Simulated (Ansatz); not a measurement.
# C: the cost of one run

Computed with Ansatz 0.2.0 (DFT PBEsol, scalar-relativistic, plane waves, PAW, unless a step's input says otherwise).

The COD entry's cell or inner coordinates are ideal or old and differ from later refinements, so a difference from it is no clean test against experiment.

## (1) The structure to begin with

It takes space group P6_3mc (No. 186, hexagonal). The conventional cell has a = 2.470 Å, b = 2.470 Å, c = 6.790 Å, α = 90.00°, β = 90.00°, γ = 120.00°. Around C (site symmetry 3m) lie 3 C at 1.43 Å.

As a file:

```cif
data_structure
_symmetry_space_group_name_H-M 'P6_3mc'
_symmetry_Int_Tables_number 186
_cell_length_a 2.4700
_cell_length_b 2.4700
_cell_length_c 6.7900
_cell_angle_alpha 90.000
_cell_angle_beta 90.000
_cell_angle_gamma 120.000
_cell_volume 35.88
loop_
_atom_site_label
_atom_site_type_symbol
_atom_site_symmetry_multiplicity
_atom_site_Wyckoff_symbol
_atom_site_fract_x
_atom_site_fract_y
_atom_site_fract_z
_atom_site_occupancy
C1 C 2 a 0.00000 0.00000 0.00000 1
C2 C 2 b 0.33333 0.66667 0.00500 1
```

The structure comes from the Crystallography Open Database.

## (7) Setting up the map

The energy is mapped over two normal modes frozen in (zone-centre modes of the cell shown).

The axes are (1) amplitude of mode 4 (25 cm⁻¹), largest displacement: 7 values from −0.426 Å; (2) amplitude of mode 5 (25 cm⁻¹), largest displacement: 7 values from −0.426 Å.

Nothing else is relaxed (the cell and all other modes fixed). Energies count from the relaxed high-symmetry cell. Points are written as (first, second).

The patterns, per unit of each coordinate (Å):

```tsv
atom	x1	y1	z1	x2	y2	z2
C1	1.000	0.000	0.000	0.000	1.000	0.000
C2	-1.000	0.000	0.000	0.000	-1.000	0.000
C3	1.000	0.000	0.000	0.000	1.000	0.000
C4	-1.000	0.000	0.000	0.000	-1.000	0.000
```

(The set-up runs are not shown.)

## (8) The run at (−0.284 Å, 0.426 Å)

Contents of input.yaml:

```yaml
crystal:
  lattice:
    - [2.4587330167, 0.0, 0.0]
    - [-1.2293665084, 2.1293252536, 0.0]
    - [0.0, 0.0, 7.2458067263]
  atoms:
    - { symbol: C, position: [-0.0154735157, 0.2000447555, 0.0025] }
    - { symbol: C, position: [0.0154735157, -0.2000447555, 0.5025] }
    - { symbol: C, position: [0.3178583773, 0.8667300432, 0.0025] }
    - { symbol: C, position: [0.6821416227, 0.1332699568, 0.5025] }
basis:
  ecutwfc: 520.0
kpoints:
  mp_grid: { grid: [18, 18, 6] }
hamiltonian:
  xc: pbesol
  pseudopotentials: { kind: paw, azcp: { folder: soft_1 } }
scf:
  occupations: { method: gaussian, width: 0.15 }
output:
  forces: true
  stress: true
  eigenvalues: true
  write_density: true
  write_potential: true
  elf: true
  volumetric_format: npy
```

On the command line:

```sh
> ansatz run input.yaml --threads 2 --pin off --max-ram 4096MiB --backend cpu --events-out ev --progress --plain --runs-dir out
```

**Question.** How long does this run take on 2 threads of Arm Neoverse N1, shared host, and how much memory does it need?

About 31 s, with a peak of 0.59 GiB.
